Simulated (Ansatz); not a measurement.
# TaSi2 (P6_222) in Ansatz: band structure with r2SCAN

Aim: the band structure of TaSi2 with r2SCAN.

Program: Ansatz 0.2.0. These are calculated values, not measurements. Logs are shortened: lines on timing, memory, paths and dates and some standing lists are left out, and cuts for length are marked.

### Step 1. The crystal as given

It takes space group P6_222 (No. 180, hexagonal). The conventional cell has a = 4.780 Å, b = 4.780 Å, c = 6.564 Å, α = 90.00°, β = 90.00°, γ = 120.00°. Ta (site symmetry 222) is surrounded by 10 Si at 2.59 to 2.76 Å. Around Si (site symmetry 2) lie 5 Si at 2.59 to 2.76 Å and 5 Ta at 2.59 to 2.76 Å.

### Step 2. Band structure, r2SCAN

Input file input.yaml:

```yaml
crystal:
  lattice:
    - [4.78, 0.0, 0.0]
    - [-2.39, 4.1396014301, 0.0]
    - [0.0, 0.0, 6.564]
  atoms:
    - { symbol: Ta, position: [0.0, 0.5, 0.1666666667] }
    - { symbol: Ta, position: [0.5, 0.5, 0.8333333333] }
    - { symbol: Ta, position: [0.5, 0.0, 0.5] }
    - { symbol: Si, position: [0.3333, 0.16665, 0.1666666667] }
    - { symbol: Si, position: [0.16665, 0.83335, 0.8333333333] }
    - { symbol: Si, position: [0.83335, 0.6667, 0.5] }
    - { symbol: Si, position: [0.6667, 0.83335, 0.1666666667] }
    - { symbol: Si, position: [0.83335, 0.16665, 0.8333333333] }
    - { symbol: Si, position: [0.16665, 0.3333, 0.5] }
hamiltonian:
  xc: r2scan
  pseudopotentials: { kind: paw }
kpoints:
  mp_grid: { grid: [7, 7, 4] }
  band_path:
    path:
      - [[0.0, 0.0, 0.0], [0.5, 0.0, 0.0], [0.3333333333, 0.3333333333, 0.0], [0.0, 0.0, 0.0], [0.0, 0.0, 0.5], [0.5, 0.0, 0.5], [0.3333333333, 0.3333333333, 0.5], [0.0, 0.0, 0.5]]
      - [[0.5, 0.0, 0.5], [0.5, 0.0, 0.0]]
      - [[0.3333333333, 0.3333333333, 0.0], [0.3333333333, 0.3333333333, 0.5]]
    npoints: 10
scf:
  occupations: { method: fermi_dirac, width: 0.05 }
  n_extra_bands: 22
output:
  forces: true
  stress: true
  eigenvalues: true
  fatbands: true
  write_density: true
  write_potential: true
  elf: true
  volumetric_format: npy
```

Potentials or basis: Ansatz PAW.

Started as:

```sh
$ ansatz run input.yaml --threads 4 --pin off --max-ram 11264MiB --backend cpu --events-out ev --progress --plain --runs-dir out
```

The program printed:

```text
Warning: RAYON_NUM_THREADS=4 ignored (pool sized by the plan → 4); use --threads N
scf.n_extra_bands = 22 over 32 filled bands (N_el = 63.0): the run solves 54 bands
Engine: ansatz 0.2.0, aarch64-unknown-linux-gnu
Pseudopotentials: kind: paw
Pseudopotential: Ta, paw, valence charge 13, recommended cutoff 500 eV (meta_gga), Ta.paw.azcp
Pseudopotential: Si, paw, valence charge 4, recommended cutoff 500 eV (meta_gga), Si.paw.azcp
Functional definition: r2SCAN
  parameter k0 = 0.174
  parameter k1 = 0.065
  parameter a1 = 4.9479
  exchange = r2scan_x(k0 = k0, k1 = k1, a1 = a1)
  correlation = r2scan_c
Crystal: 9 atoms, lattice volume = 129.884 Å³
Basis set: ecut = 500 eV, 3269 PW (Γ), exchange–correlation on 144×144×192 points (64 copies of the dense FFT grid, shifted against one another)
Bands: 54, of which v1, the nominal top of the filled ones, is band 32 counted from 1 (31 counted from 0)
Symmetry: 12 space group operations
Space group: P6222 (ITA 180), of the structure as read, at distance tolerance 5.1e-5 Å
k-points: 24 of 196 (time reversal used)
Non-local potential: Ta, projectors of the file, l = 0: 3, l = 1: 2, l = 2: 2, l = 3: 1
Non-local potential: Si, projectors of the file, l = 0: 2, l = 1: 2, l = 2: 2
PAW form: soft (Blöchl's): semilocal exchange-correlation on the pseudo side does not see the compensation charge
PAW frozen core: Ta, regenerated for the run's functional (the file was generated under x = pbe(κ = 0.804, μ = 0.2195149727645171), c = pbe(β = 0.06672455060314922))
PAW frozen core: Si, regenerated for the run's functional (the file was generated under x = pbe(κ = 0.804, μ = 0.2195149727645171), c = pbe(β = 0.06672455060314922))
PAW one-centre angular grid: Ta, 590 points (default); XC on 160 Gauss nodes
PAW one-centre angular grid: Si, 302 points (default); XC on 160 Gauss nodes
Initial density: superposition of atomic densities (neutral atoms: chi_scale 0, normalization atom), corrected by the library's trained network
Initial wavefunctions: pseudopotential atomic-orbital guess
Functional: x = r2scan, c = r2scan; τ floored in thin density (d = 2e-4 eV/Å³)
SCF iter   1: F=—  HF=-33671.179010 eV  |F-HF|=—  |Δ(HF+E_count)|=         —  Δρ=8.00e-3  dr2=1.10e-1  dr2_τ=1.14e-1  ethr=1.77e-3  ⟨swp⟩=5.5  Hψ=5795  notcnv=0  defer=134
preconditioner: auto → Kerker (q_TF=auto, 2.418 Å⁻¹)  [metal: Δε(μ)=0.046 eV  Ē_g=10.166 eV  σ=0.050 eV  W_gap=0.23  n_scr=22 (ndim 8)  ℏωp=20.3 eV  f_vac=0.000  D(μ)=3.94/eV (n_scr^D=22)]
SCF iter   2: F=—  HF=-33671.332116 eV  |F-HF|=—  |Δ(HF+E_count)|=   1.53e-1  Δρ=4.33e-3  dr2=1.94e-2  dr2_τ=1.26e-3  ethr=1.74e-4  ⟨swp⟩=2.0  Hψ=2175  notcnv=0  defer=345
SCF iter   3: F=—  HF=-33671.337070 eV  |F-HF|=—  |Δ(HF+E_count)|=   4.95e-3  Δρ=1.53e-3  dr2=2.42e-3  dr2_τ=2.38e-4  ethr=3.08e-5  ⟨swp⟩=2.0  Hψ=1411  notcnv=0  defer=345
SCF iter   4: F=—  HF=-33671.337404 eV  |F-HF|=—  |Δ(HF+E_count)|=   3.34e-4  Δρ=1.78e-4  dr2=4.41e-5  dr2_τ=2.92e-6  ethr=3.84e-6  ⟨swp⟩=2.0  Hψ=1419  notcnv=0  defer=345
SCF iter   5: F=—  HF=-33671.337421 eV  |F-HF|=—  |Δ(HF+E_count)|=   1.71e-5  Δρ=3.53e-5  dr2=1.56e-6  dr2_τ=5.94e-8  ethr=7.01e-8  ⟨swp⟩=2.0  Hψ=1421  notcnv=0  defer=345
SCF iter   6: F=—  HF=-33671.337423 eV  |F-HF|=—  |Δ(HF+E_count)|=   2.45e-6  Δρ=1.02e-5  dr2=1.72e-7  dr2_τ=7.57e-9  ethr=1.59e-10  ⟨swp⟩=16.4  Hψ=10364  notcnv=0
SCF iter   7: F=-33671.337423 eV  HF=-33671.337423 eV  |F-HF|=1.71e-9  |Δ(HF+E_count)|=   1.51e-7  Δρ=2.47e-6  dr2=7.47e-9  dr2_τ=6.73e-10  ethr=1.59e-10  ⟨swp⟩=9.1  Hψ=6368  notcnv=0
SCF 1 converged in 7 iterations: F = -33671.337423 eV  dr2 = 7.47e-9
NSCF: frozen V_eff on 93 k-points
SCF converged after 7 iterations
Free energy (F): -33671.337423 eV
Harris-Foulkes:  -33671.337423 eV  (|F-HF|=1.71e-9)
Internal energy: -33671.306255 eV  (E = F + TS)
E sigma→0 (E₀):  -33671.321839 eV
Entropy (-TS):   -0.031168 eV (-3.463 meV/atom)
Fermi energy:    15.241354 eV
--- Per-component energies (eV) ---
  E_band       = -298.228185
  E_kinetic    = 1365.983861
  E_local      = -2343.110512  (includes V_loc(G=0)·N_el)
  E_nonlocal   = 190.934541
  E_hartree    = 901.841965
  E_xc         = -933.912995
  E_vxc        = -983.080054  (∫ρ·V_xc dr)
  E_paw        = -28387.264358  (= ΣΔE_a)
  E_vpaw       = -379.284605  (= ΣTr[D̂ρ^β])
  E_aug_tail   = 0.000272  (compensation charges beyond the density's cutoff)
  E_vtau       = 46.647077  (kinetic-family band-sum trace: ∫τ·v_τ [+ j·A + Jᵃ·Aᵃ] dr)
  E_ewald      = -4463.051592
  E_core_change = -2.727439  (= ΣΔE_core)
  E_smearing   = -0.031168  (= −TS)
  E_closure    = -0.000000  (closes the sum)
  Σ components = -33671.337423   (vs F -33671.337423, Δ=0.00e0)
--- Forces (eV/Å), atoms counted from 1 ---
  atom   1  Ta     0.00000000    -0.00000000     0.00000000
  atom   2  Ta     0.00000000     0.00000000     0.00000000
  atom   3  Ta     0.00000000     0.00000000    -0.00000000
  atom   4  Si    -0.72294141    -0.41739042     0.00000000
  atom   5  Si    -0.72294141     0.41739042    -0.00000000
  atom   6  Si     0.00000000     0.83478083     0.00000000
  atom   7  Si     0.72294141     0.41739042     0.00000000
  atom   8  Si     0.72294141    -0.41739042     0.00000000
  atom   9  Si    -0.00000000    -0.83478083    -0.00000000
  max |Σ_I F_I| component: 2.59e-16 eV/Å
--- Stress (GPa, compression-positive) ---
       -0.670905       0.000000       0.000000
       -0.000000      -0.670905       0.000000
        0.000000       0.000000       1.725648
  P = ⅓ Tr σ = 0.1279 GPa (1.279 kbar)
--- Band table (eV; the first three rows and the last of 24) ---
  k-point 0: bands = ["-54.2695", "-54.2520", "-54.2520", "-20.3473", "-20.3462", "-20.3462", "-20.2402", "-20.2402", "-20.1698", "-20.1508", "-20.1508", "-20.1251", "1.1397", "4.6162", "4.6162", "8.4577", "8.9722", "8.9722", "9.1027", "9.1027", "10.2073", "11.0770", "11.0770", "11.2913", "12.5012", "12.5012", "12.5718", "12.5718", "12.7616", "12.7616", "12.7650", "13.1936", "15.8742", "18.6201", "18.6201", "18.9871", "19.0210", "19.0556", "19.4838", "19.4838", "19.6267", "19.6267", "19.9966", "19.9966", "20.2255", "20.7312", "20.7312", "20.8884", "21.5783", "21.5783", "21.8438", "23.3959", "23.8044", "23.8044"]
  k-point 1: bands = ["-54.2679", "-54.2578", "-54.2478", "-20.3842", "-20.3350", "-20.2913", "-20.2635", "-20.2379", "-20.1870", "-20.1554", "-20.1321", "-20.1304", "1.4012", "3.2885", "5.8917", "8.6686", "8.7186", "8.8829", "9.2459", "9.5824", "10.0851", "10.1465", "10.5545", "10.6728", "12.4095", "12.5565", "12.6881", "12.7229", "13.0799", "13.1175", "13.1286", "14.0895", "16.6428", "17.8868", "18.3291", "18.8020", "18.8705", "18.9248", "19.0273", "19.2947", "19.5989", "19.6933", "19.9323", "20.0909", "20.5561", "20.5939", "20.6268", "20.8704", "21.0948", "22.2282", "22.7932", "23.0707", "23.4673", "23.9480"]
  k-point 2: bands = ["-54.2636", "-54.2636", "-54.2462", "-20.3977", "-20.3026", "-20.3026", "-20.2394", "-20.2326", "-20.2326", "-20.1435", "-20.1435", "-20.1229", "2.1527", "2.1527", "6.6807", "8.3741", "8.5758", "9.1256", "9.1256", "9.8826", "9.8826", "9.9536", "9.9536", "10.8126", "12.4781", "12.4781", "12.5980", "12.7189", "12.9519", "12.9519", "13.3098", "16.3637", "16.3637", "18.2589", "18.2589", "18.5640", "18.6997", "18.6997", "18.7308", "19.2552", "19.3291", "19.5315", "19.9077", "19.9077", "20.1115", "20.4490", "20.4490", "21.0859", "21.0859", "22.2076", "22.2309", "22.2309", "24.0848", "24.0848"]
  k-point 23: bands = ["-54.2635", "-54.2565", "-54.2533", "-20.3944", "-20.3585", "-20.3567", "-20.2372", "-20.2173", "-20.1561", "-20.1458", "-20.1446", "-20.1359", "4.1725", "4.2072", "4.8731", "5.5443", "5.8588", "6.8196", "9.5165", "9.9436", "10.3342", "11.0934", "12.1141", "12.1289", "12.2236", "12.3805", "12.4330", "12.6054", "14.0356", "14.7263", "14.7644", "15.2922", "16.4684", "16.9380", "17.2453", "17.5600", "17.5874", "18.3506", "18.7251", "18.9171", "19.1996", "19.3884", "19.6911", "20.0799", "20.7427", "21.0041", "21.4625", "21.7661", "22.0613", "22.1385", "22.3877", "22.9741", "23.7126", "23.7815"]
```

It took 40 s on 4 threads of Arm Neoverse V1, shared host; peak memory 0.97 GiB.

Results:

| Item | Value |
| --- | --- |
| Free energy | -33671.3374 eV |
| Pressure | 0.1 GPa |
| Largest force | 0.835 eV/Å |
| Band gap on the k mesh | none (metal or under the smearing width) |

Forces on the atoms (eV/Å):
```
Ta   0.000  0.000  0.000
Ta   0.000  0.000  0.000
Ta   0.000  0.000  0.000
Si  -0.723 -0.417  0.000
Si  -0.723  0.417  0.000
Si   0.000  0.835  0.000
Si   0.723  0.417  0.000
Si   0.723 -0.417  0.000
Si   0.000 -0.835  0.000
```

Stress tensor (GPa, compression positive):
```
-0.67  0.00  0.00
 0.00 -0.67  0.00
 0.00  0.00  1.73
```

Levels at the corners of the path, in eV from the Fermi level:
```
point  band 28  band 29  band 30  band 31  band 32  band 33  band 34  band 35
    Γ    -2.67    -2.48    -2.48    -2.48    -2.05     0.63     3.38     3.38
    M    -2.13    -1.19    -0.82    -0.03     0.12     0.81     1.25     1.76
    K    -1.85    -1.85    -1.78     0.42     0.42     0.57     2.31     2.31
    Γ    -2.67    -2.48    -2.48    -2.48    -2.05     0.63     3.38     3.38
    A    -2.52    -2.29    -2.29    -1.93     1.12     1.12     3.02     3.02
    L    -2.18    -2.08    -1.80    -0.80    -0.16     1.60     2.05     2.64
    H    -2.57    -0.80    -0.80    -0.08    -0.08     1.10     1.64     1.64
    A    -2.52    -2.29    -2.29    -1.93     1.12     1.12     3.02     3.02
    L    -2.18    -2.08    -1.80    -0.80    -0.16     1.60     2.05     2.64
    M    -2.13    -1.19    -0.82    -0.03     0.12     0.81     1.25     1.76
    K    -1.85    -1.85    -1.78     0.42     0.42     0.57     2.31     2.31
    H    -2.57    -0.80    -0.80    -0.08    -0.08     1.10     1.64     1.64
```

Caveat: spin-orbit coupling is left out, which moves the levels of the heavy elements; the cell's inner coordinates are idealised or old, which leaves forces on the atoms; the PAW data sets come from PBE, with cores solved anew for the run's functional, which leaves a small shift of forces and pressure.
